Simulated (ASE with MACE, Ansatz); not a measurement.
# Boundary energy of Σ25 (430)[001] symmetric tilt boundary in Si (76 atoms)

What is the boundary energy of this cell, counted against the bulk crystal, and how far does it hang on functional and mesh?

Calculated with Ansatz 0.2.0: Kohn-Sham DFT, PBE, PAW (set soft_2), plane waves; cutoff 420 eV, fermi-dirac smearing of 0.025 eV. Cutoffs: 420 eV for PBE and PBEsol; 500 eV for r2SCAN.

**The cells**

The cell holds 76 atoms: 76 Si. Its edges and angles: a = 5.469 Å, b = 13.943 Å, c = 21.320 Å, α = 90.0°, β = 90.0°, γ = 101.3°. It derives from Si. The starting structure: Two grains of Si, one the mirror image of the other in the boundary plane, two boundaries a cell; of 6 trial joints (lateral shifts, openings, close atoms taken out) the lowest after a short relaxation with the MACE-MP-0b2 potential was kept (shift [0, 0] of the surface cell, opening 0.00 Å, one of each pair under 1.42 Å removed), then its atoms and the cell's length along the normal were relaxed with that potential. Lattice constants are starting values near those of PBE.

The bulk reference is Si8 in a cell of 8 atoms, 20.447 Å³ an atom.

The input of the single point on the relaxed cell:

```yaml
crystal:
  lattice:
    - [5.469, 0.0, 0.0]
    - [-2.7345, 13.6725, 0.0]
    - [0.0, 0.0, 21.32043]
  atoms:
    - { symbol: Si, position: [0.76386, 0.45271, 0.00916] }
    - { symbol: Si, position: [0.81396, 0.96036, 0.04964] }
    - { symbol: Si, position: [0.5653, 0.1671, 0.99251] }
    - { symbol: Si, position: [0.90277, 0.30386, 0.00014] }
    [... 70 atom lines left out ...]
    - { symbol: Si, position: [0.16723, 0.40627, 0.55558] }
    - { symbol: Si, position: [0.50112, 0.31942, 0.54908] }
kpoints:
  mp_grid: { grid: [6, 2, 1] }
hamiltonian:
  xc: pbe
scf:
  occupations: { method: fermi_dirac, width: 0.025 }
output:
  forces: true
  stress: true
  populations: true
  dos:
    method: { smearing: { sigma: 0.08 } }
    de: 0.1
    projected:
      site_lists:
        Si: [Si]
        lower_grain: [... 41 sites ...]
        upper_grain: [... 35 sites ...]
  eigenvalues: true
  write_density: true
  write_potential: true
  volumetric_format: npy
```

| cell | formula | k-mesh | relaxation steps | gain on relaxing (eV) | free energy, PBE (eV) | Kohn-Sham gap (eV) | time of its runs on this page |
| --- | --- | --- | --- | --- | --- | --- | --- |
| Sigma25 (430)[001] symmetric tilt boundary in Si | Si76 | 6×2×1 (relaxed on 3×1×1) | 32 | 2.90 | -48313.138 | 0.77 | 12 min |
| bulk Si | Si8 | 10×10×10 | - | - | -5086.481 | - | 11 s |

The gap is that between the highest filled and lowest empty Kohn-Sham level; a dash marks none computed or no clear gap. Times come from shared hosts and are rough.

**Boundary energy**

The excess is the cell's free energy less 9.5 times that of the bulk cell. It is divided by twice the area, as the cell holds two boundaries, so the value is their mean, and they need not be alike (74.77 Å²), with 1 eV/Å² = 16.022 J/m².

```
           level  k-mesh  excess (eV)  boundary energy (J/m²)  per area (meV/Å²)
             PBE   6×2×1        8.436                   0.904               56.4
PBE, denser mesh   7×3×2        8.556                   0.917               57.2
          r2SCAN   6×2×1        9.575                   1.026               64.0
          PBEsol   6×2×1        8.397                   0.900               56.2
```

Worked for the first row at PBE: (-48313.138) − 9.5 × (-5086.481) = 8.436 eV (from unrounded energies).

Then 8.436 / (2 × 74.77) × 16.022 = 0.904 J/m².

**Neighbours**

Bonds by pair of elements; cutoffs follow the first minimum of g(r), held within bounds set by covalent radii, and pairs that aren't listed don't count as bonded:

| pair A-B | cutoff (Å) | bonds | mean length (Å) | spread (Å) | shortest (Å) | B about A | A about B |
| --- | --- | --- | --- | --- | --- | --- | --- |
| Si-Si | 2.83 | 152 | 2.38 | 0.042 | 2.28 | 4 | 4 |

How many atoms have how many bonded neighbours:

| element | mean | 4 |
| --- | --- | --- |
| Si | 4 | 76 |

**Findings**

At PBE the boundary energy is 0.90 J/m². At the same geometries the levels give 0.90 (PBEsol) to 1.03 J/m² (r2SCAN) and the denser mesh moves it by +0.01 J/m². Relaxing the atoms lowered it by 0.311 J/m² from the start (on the 3×1×1 mesh of the relaxation), and the farthest atom moved 1.15 Å. By these cutoffs every atom has the count of neighbours that is commonest for its element.

Limits: The cell edges were held, so the lattice is the typed one for every functional, and the length along the normal is the one that the machine-learned potential gave. Cell and bulk are sampled on unlike meshes, and the error grows with the number of atoms subtracted. The joint was picked among a few trials by a machine-learned potential, and a lower one may exist.

[Logs are printed without paths, hosts, clocks, repeated set-up lines and the standing remarks that a program may print on its own settings, such as how far it seeks lower states.]

[Hosts, paths, dates, database ids (printed as entryN), source tags and the programs' standing remarks are cut or masked in the printed files.]
